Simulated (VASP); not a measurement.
# PtSe2 (P-3m1) in VASP: band structure with LDA

Aim: the band structure of PtSe2 with LDA.

Everything below comes from runs of VASP 6.6.1. Logs are shortened: lines on timing, memory, paths and dates and some standing lists are left out, and cuts for length are marked.

## 1. Starting point

The structure is trigonal, space group P-3m1 (No. 164). The conventional cell has a = 3.740 Å, b = 3.740 Å, c = 4.777 Å, α = 90.00°, β = 90.00°, γ = 120.00°. Pt (site symmetry -3m) has 6 Se at 2.50 Å as nearest neighbours. Se (site symmetry 3m) has 3 Pt at 2.50 Å as nearest neighbours.

## 2. Band structure, LDA

The input, POSCAR:

```
PtSe2                                   
1.0
    3.7399539980     -0.0000000000      0.0000000000
   -1.8699769990      3.2388951675      0.0000000000
    0.0000000000     -0.0000000000      4.7768946774
  Pt              Se            
     1     2
Direct
     0.0000000000000000    0.0000000000000000    0.0000000000000000
     0.3333333300000021    0.6666666699999979    0.2649037148145548
     0.6666666699999979    0.3333333300000021    0.7350962851854453
```

The input, INCAR.step1:

```
SYSTEM = PtSe2
PREC = Accurate ; ENCUT = 350
EDIFF = 1E-7 ; ISMEAR = 0
SIGMA = 0.02 ; LREAL = .False.
LASPH = .True. ; NELM = 80
ALGO = Normal ; ISIF = 2
LWAVE = .False. ; LCHARG = .True.
LMAXMIX = 4 ; GGA = CA
NBANDS = 18
```

The input, KPOINTS.step1:

```
regular mesh
0
Gamma
  6 6 4
  0 0 0
```

The input, INCAR.step2:

```
SYSTEM = PtSe2
PREC = Accurate ; ENCUT = 350
EDIFF = 1E-7 ; ISMEAR = 0
SIGMA = 0.05 ; LREAL = .False.
LASPH = .True. ; NELM = 80
ALGO = Normal ; ISIF = 2
LWAVE = .False. ; LCHARG = .False.
LMAXMIX = 4 ; GGA = CA
NBANDS = 18 ; ICHARG = 11
```

The input, KPOINTS.step2:

```
path GMKGALHA,LM,KH
10
line-mode
reciprocal
 0.0000000000  0.0000000000  0.0000000000  G
 0.5000000000  0.0000000000  0.0000000000  M

 0.5000000000  0.0000000000  0.0000000000  M
 0.3333333333  0.3333333333  0.0000000000  K

 0.3333333333  0.3333333333  0.0000000000  K
 0.0000000000  0.0000000000  0.0000000000  G

 0.0000000000  0.0000000000  0.0000000000  G
 0.0000000000  0.0000000000  0.5000000000  A

 0.0000000000  0.0000000000  0.5000000000  A
 0.5000000000  0.0000000000  0.5000000000  L

 0.5000000000  0.0000000000  0.5000000000  L
 0.3333333333  0.3333333333  0.5000000000  H

 0.3333333333  0.3333333333  0.5000000000  H
 0.0000000000  0.0000000000  0.5000000000  A

 0.5000000000  0.0000000000  0.5000000000  L
 0.5000000000  0.0000000000  0.0000000000  M

 0.3333333333  0.3333333333  0.0000000000  K
 0.3333333333  0.3333333333  0.5000000000  H
```

Potentials or basis: VASP PAW LDA potentials, release 64 (Pt, Se).

On the command line:

```sh
$ cat potpaw_LDA.64/Pt/POTCAR potpaw_LDA.64/Se/POTCAR > POTCAR
$ cp INCAR.step1 INCAR
$ cp KPOINTS.step1 KPOINTS
$ mpirun -np 1 vasp_std > vasp.out
$ cp INCAR.step2 INCAR
$ cp KPOINTS.step2 KPOINTS
$ mpirun -np 1 vasp_std > vasp.out
```

OUTCAR:

```text
SYSTEM = PtSe2
   PREC = Accurate
   ENCUT = 350
   EDIFF = 1E-7
   ISMEAR = 0
   LREAL = .False.
   LASPH = .True.
   NELM = 80
   ISIF = 2
   GGA = CA
   ICHARG = 11

 ion  position               nearest neighbor table
   1  0.000  0.000  0.000-   2 2.50   3 2.50   2 2.50   3 2.50   3 2.50   2 2.50
   2  0.333  0.667  0.265-   1 2.50   1 2.50   1 2.50
   3  0.667  0.333  0.735-   1 2.50   1 2.50   1 2.50

  LATTYP: Found a hexagonal cell.
 ALAT       =     3.7399539980
 C/A-ratio  =     1.2772602765

  Lattice vectors:

 A1 = (   3.7399539980,   0.0000000000,   0.0000000000)
 A2 = (  -1.8699769990,   3.2388951675,   0.0000000000)
 A3 = (   0.0000000000,   0.0000000000,   4.7768946774)

Analysis of symmetry for initial positions (statically):
=====================================================================
 Subroutine PRICEL returns:
 Original cell was already a primitive cell.

 Routine SETGRP: Setting up the symmetry group for a
 hexagonal supercell.

 Subroutine GETGRP returns: Found 12 space group operations
 (whereof 12 operations were pure point group operations)
 out of a pool of 24 trial point group operations.

The static configuration has the point symmetry D_3d.

Analysis of symmetry for dynamics (positions and initial velocities):
=====================================================================
 Subroutine PRICEL returns:
 Original cell was already a primitive cell.

 Routine SETGRP: Setting up the symmetry group for a
 hexagonal supercell.

 Subroutine GETGRP returns: Found 12 space group operations
 (whereof 12 operations were pure point group operations)
 out of a pool of 24 trial point group operations.

The dynamic configuration has the point symmetry D_3d.

 Subroutine INISYM returns: Found 12 space group operations
 (whereof 12 operations are pure point group operations),
 and found     1 'primitive' translations

----------------------------------------------------------------------------------------

                                     Primitive cell

  volume of cell :      57.8640

  direct lattice vectors                    reciprocal lattice vectors
     3.739953998  0.000000000  0.000000000     0.267382968  0.154373629  0.000000000
    -1.869976999  3.238895167  0.000000000     0.000000000  0.308747257  0.000000000
     0.000000000  0.000000000  4.776894677     0.000000000  0.000000000  0.209341019

  length of vectors
     3.739953998  3.739953995  4.776894677     0.308747257  0.308747257  0.209341019

  position of ions in fractional coordinates (direct lattice)
     0.000000000  0.000000000  0.000000000
     0.333333330  0.666666670  0.264903715
     0.666666670  0.333333330  0.735096285

  ion indices of the primitive-cell ions
   primitive index   ion index
                 1           1
                 2           2
                 3           3

----------------------------------------------------------------------------------------

 KPOINTS: path GMKGALHA,LM,KH

Interpolating k-points between supplied coordinates.

 Line segments in fractional coordinates (reciprocal lattice):
    0.000000  0.000000  0.000000  ...  0.500000  0.000000  0.000000
    0.500000  0.000000  0.000000  ...  0.333333  0.333333  0.000000
    0.333333  0.333333  0.000000  ...  0.000000  0.000000  0.000000
    0.000000  0.000000  0.000000  ...  0.000000  0.000000  0.500000
    0.000000  0.000000  0.500000  ...  0.500000  0.000000  0.500000
    0.500000  0.000000  0.500000  ...  0.333333  0.333333  0.500000
    0.333333  0.333333  0.500000  ...  0.000000  0.000000  0.500000
    0.500000  0.000000  0.500000  ...  0.500000  0.000000  0.000000
    0.333333  0.333333  0.000000  ...  0.333333  0.333333  0.500000

 Generated    10 points on each line segment, for a total of     90 k-points:

 Following reciprocal coordinates:
            Coordinates               Weight
  0.000000  0.000000  0.000000      0.011111
  0.055556  0.000000  0.000000      0.011111
  0.111111  0.000000  0.000000      0.011111
  0.166667  0.000000  0.000000      0.011111
  0.222222  0.000000  0.000000      0.011111
  0.277778  0.000000  0.000000      0.011111
[... 16 lines left out ...]
  0.259259  0.259259  0.000000      0.011111
  0.222222  0.222222  0.000000      0.011111
 [... further k-points ...]
   k-points           NKPTS =     90   k-points in BZ     NKDIM =     90   number of bands    NBANDS=     18
   number of dos      NEDOS =    301   number of ions     NIONS =      3
   total plane-waves  NPLWV =  17280
   dimension x,y,z NGX =    24 NGY =   24 NGZ =   30
   dimension x,y,z NGXF=    48 NGYF=   48 NGZF=   60
   ions per type =               1   2
   NGX,Y,Z   is equivalent  to a cutoff of  10.67, 10.67, 10.44 a.u.
   NGXF,Y,Z  is equivalent  to a cutoff of  21.34, 21.34, 20.88 a.u.
 SYSTEM =  PtSe2
   PREC   = accura    normal or accurate (medium, high low for compatibility)
   ISTART =      0    job   : 0-new  1-cont  2-samecut
   ICHARG =     11    charge: 1-file 2-atom 10-const
   ISPIN  =      1    spin polarized calculation?
   LNONCOLLINEAR =      F non collinear calculations
   LSORBIT =      F    spin-orbit coupling
   LASPH  =      T    aspherical Exc in radial PAW
   ENCUT  =  350.0 eV  25.72 Ry    5.07 a.u.   5.71  5.71  7.29*2*pi/ulx,y,z
   NELM   =     80;   NELMIN=  2; NELMDL=  0     # of ELM steps
   EDIFF  = 0.1E-06   stopping-criterion for ELM
   LREAL  =      F    real-space projection
   EDIFFG = 0.1E-05   stopping-criterion for IOM
   NSW    =      0    number of steps for IOM
   IBRION =     -1    ionic relax: 0-MD 1-quasi-New 2-CG
   NFREE  =      0    steps in history (QN), initial steepest desc. (CG)
   ISIF   =      2    stress and relaxation
   ISYM   =      2    0-nonsym 1-usesym 2-fastsym
   POTIM  = 0.5000    time-step for ionic-motion
   TEBEG  =    0.0;   TEEND  =   0.0 temperature during run
   PSTRESS=    0.0 pullay stress
   NELECT =      22.0000    total number of electrons
   NUPDOWN=      -1.0000    fix difference up-down
   EMIN   =  10.00;   EMAX   =-10.00  energy-range for DOS
   EFERMI =   0.00;   METHOD = LEGACY
   ISMEAR =     0;   SIGMA  =   0.05  broadening in eV -4-tet -1-fermi 0-gaus
   EFERMI_NEDOS =   21; number of points for ismear=-14 and -15
   IALGO  =     38    algorithm
   IMIX   =      4    mixing-type and parameters
     AMIX     =   0.40;   BMIX     =  1.00
     AMIX_MAG =   1.60;   BMIX_MAG =  1.00
  volume/ion in A,a.u.               =      19.29       130.16
  Fermi-wavevector in a.u.,A,eV,Ry     =   1.185986  2.241188 19.137439  1.406562
  Thomas-Fermi vector in A             =   2.322168
   LORBIT       =      0    0 simple, 1 ext, 2 COOP (PROOUT), +10 PAW based schemes
   GGA     = CA    functional components
   LHFCALC =     F    Hartree Fock is set to
   AEXX    =    0.0000 exact exchange contribution
   IVDW    =     0    specifies the selected vdW correction
   LEPSILON=     F    determine dielectric tensor
   LRPA    =     F    only Hartree local field effects (RPA)
 non-spin polarized calculation
 Gauss-broadening in eV      SIGMA  =   0.05
  energy-cutoff  :      350.00
  volume of cell :       57.86
 maximum number of plane-waves:       881
 NGX is ok and might be reduce to    24

 number of electron      22.0000007 magnetization

 Free energy of the ion-electron system (eV)
  ---------------------------------------------------
  ext. energy  EPLUGINS =         0.00000000
  ---------------------------------------------------
  free energy    TOTEN  =       -16.83181588 eV

  energy without entropy =      -16.82953265  energy(sigma->0) =      -16.83067426

 E-fermi :   7.0614     XC(G=0): -11.1962

 val. band max:        7.0314086456   @ k =   0.3333   0.3333   0.0000
 cond. band min:       7.0836444479   @ k =   0.3889   0.2222   0.0000
 fundamental gap:      0.0522358023
 Fermi energy:         7.0613598319

 k-point     1 :       0.0000    0.0000    0.0000
  band No.  band energies     occupation
      1      -8.8480      2.00000
      2      -5.5778      2.00000
      3      -0.2781      2.00000
      4       0.6098      2.00000
      5       0.6098      2.00000
      6       3.1531      2.00000
[... 10 lines left out ...]
     17      14.2879      0.00000
     18      18.7915      0.00000

 k-point     2 :       0.0556    0.0000    0.0000
  band No.  band energies     occupation
      1      -8.8131      2.00000
      2      -5.6001      2.00000
      3      -0.2348      2.00000
      4       0.6325      2.00000
      5       0.6452      2.00000
      6       3.1075      2.00000
[... 10 lines left out ...]
     17      14.3961      0.00000
     18      18.2067      0.00000

 k-point     3 :       0.1111    0.0000    0.0000
  band No.  band energies     occupation
      1      -8.7097      2.00000
      2      -5.6641      2.00000
      3      -0.1075      2.00000
      4       0.6993      2.00000
      5       0.7489      2.00000
      6       2.9525      2.00000
[... 10 lines left out ...]
     17      14.6991      0.00000
     18      17.1107      0.00000

 k-point     4 :       0.1667    0.0000    0.0000
  band No.  band energies     occupation
      1      -8.5420      2.00000
      2      -5.7630      2.00000
      3       0.0964      2.00000
      4       0.8039      2.00000
      5       0.9119      2.00000
      6       2.6312      2.00000
[... 10 lines left out ...]
     17      15.1123      0.00000
     18      16.2160      0.00000

 k-point     5 :       0.2222    0.0000    0.0000
  band No.  band energies     occupation
      1      -8.3176      2.00000
      2      -5.8885      2.00000
      3       0.3608      2.00000
      4       0.9354      2.00000
      5       1.1083      2.00000
      6       2.1395      2.00000
[... 10 lines left out ...]
     17      15.3633      0.00000
     18      15.5984      0.00000

 k-point     6 :       0.2778    0.0000    0.0000
  band No.  band energies     occupation
      1      -8.0476      2.00000
      2      -6.0334      2.00000
      3       0.6365      2.00000
      4       1.0766      2.00000
      5       1.1759      2.00000
      6       1.7749      2.00000
[... 307 lines left out ...]
 k-point    21 :       0.3333    0.3333    0.0000
  band No.  band energies     occupation
      1      -6.7081      2.00000
      2      -6.7080      2.00000
      3      -0.0709      2.00000
      4       0.9180      2.00000
      5       0.9180      2.00000
      6       2.3826      2.00000
[... 10 lines left out ...]
     17      15.5389      0.00000
     18      17.7436      0.00000

 k-point    22 :       0.2963    0.2963    0.0000
  band No.  band energies     occupation
      1      -6.8712      2.00000
      2      -6.5877      2.00000
      3      -0.0168      2.00000
      4       0.9471      2.00000
      5       1.0032      2.00000
      6       2.3307      2.00000
[... 10 lines left out ...]
     17      15.9557      0.00000
     18      17.3715      0.00000

 k-point    23 :       0.2593    0.2593    0.0000
  band No.  band energies     occupation
      1      -7.1335      2.00000
      2      -6.4492      2.00000
      3       0.2155      2.00000
      4       1.0040      2.00000
      5       1.1573      2.00000
      6       2.0914      2.00000
[... 10 lines left out ...]
     17      16.2259      0.00000
     18      16.6429      0.00000

 k-point    24 :       0.2222    0.2222    0.0000
  band No.  band energies     occupation
      1      -7.4638      2.00000
      2      -6.2960      2.00000
      3       0.6418      2.00000
      4       0.9811      2.00000
      5       1.3140      2.00000
      6       1.7483      2.00000
[... 10 lines left out ...]
     17      16.0913      0.00000
     18      16.1245      0.00000

 [... further k-points ...]

------------------------ aborting loop because EDIFF is reached ----------------------------------------

  FORCE on cell =-STRESS in cart. coord.  units (eV):
  Direction    XX          YY          ZZ          XY          YZ          ZX
  --------------------------------------------------------------------------------------
  -------------------------------------------------------------------------------------
  Total        0.4059567      0.4059567     -0.1564982      0.0000000      0.0000000     -0.0000000
  in kB       11.2403929     11.2403929     -4.3332232      0.0000000      0.0000000     -0.0000000
  external PRESSURE =       6.0491875 kB  Pullay stress =       0.0000000 kB

 VOLUME and BASIS-vectors are now :
 -----------------------------------------------------------------------------
  energy-cutoff  :      350.00
  volume of cell :       57.86
      direct lattice vectors                 reciprocal lattice vectors
     3.739953998  0.000000000  0.000000000     0.267382968  0.154373629  0.000000000
    -1.869976999  3.238895167  0.000000000     0.000000000  0.308747257  0.000000000
     0.000000000  0.000000000  4.776894677     0.000000000  0.000000000  0.209341019

 POSITION                                       TOTAL-FORCE (eV/Angst)
 -----------------------------------------------------------------------------------
      0.00000      0.00000      0.00000         0.000000      0.000000      0.000000
     -0.00000      2.15926      1.26542         0.000000      0.000000     -0.403058
      1.86998      1.07963      3.51148        -0.000000     -0.000000      0.403058
 -----------------------------------------------------------------------------------
    total drift:                               -0.000000     -0.000000     -0.000000

  FREE ENERGIE OF THE ION-ELECTRON SYSTEM (eV)
  ---------------------------------------------------
  free  energy   TOTEN  =       -16.8318158753 eV

  energy  without entropy=      -16.8295326537  energy(sigma->0) =      -16.83067426
```

Wall time 15 s (1 thread of Intel Xeon 6975P-C (Granite Rapids), shared host); peak memory 0.16 GiB.

Results:

| Quantity | Value |
| --- | --- |
| Band gap along the path | none (metal or under the smearing width) |

Levels at the corners of the path, in eV from the Fermi level:
```
point  band 8  band 9  band 10  band 11  band 12  band 13  band 14  band 15
    Γ   -2.46   -0.99    -0.99     0.86     1.14     1.14     3.21     4.21
    M   -3.79   -3.37    -3.31    -2.93     0.54     2.64     5.11     6.11
    M   -3.79   -3.37    -3.31    -2.93     0.54     2.64     5.11     6.11
    K   -3.68   -2.28    -1.69    -1.69     0.00     0.00     3.93     7.55
    K   -3.68   -2.28    -1.69    -1.69     0.00     0.00     3.93     7.55
    Γ   -2.46   -0.99    -0.99     0.86     1.14     1.14     3.21     4.21
    Γ   -2.46   -0.99    -0.99     0.86     1.14     1.14     3.21     4.21
    A   -2.98   -1.72    -1.72    -1.63     2.46     2.46     4.96     6.59
    A   -2.98   -1.72    -1.72    -1.63     2.46     2.46     4.96     6.59
    L   -3.40   -3.11    -2.64    -1.08     0.66     1.56     4.80     5.06
    L   -3.40   -3.11    -2.64    -1.08     0.66     1.56     4.80     5.06
    H   -4.38   -3.50    -2.49    -2.49     2.45     2.45     6.77     7.53
    H   -4.38   -3.50    -2.49    -2.49     2.45     2.45     6.77     7.53
    A   -2.98   -1.72    -1.72    -1.63     2.46     2.46     4.96     6.59
    L   -3.40   -3.11    -2.64    -1.08     0.66     1.56     4.80     5.06
    M   -3.79   -3.37    -3.31    -2.93     0.54     2.64     5.11     6.11
    K   -3.68   -2.28    -1.69    -1.69     0.00     0.00     3.93     7.55
    H   -4.38   -3.50    -2.49    -2.49     2.45     2.45     6.77     7.53
```

Caveat: the log is that of the step along the path at fixed density, whose energy, stress, charges and moments have no meaning; spin-orbit coupling is left out, which moves the levels of the heavy elements.
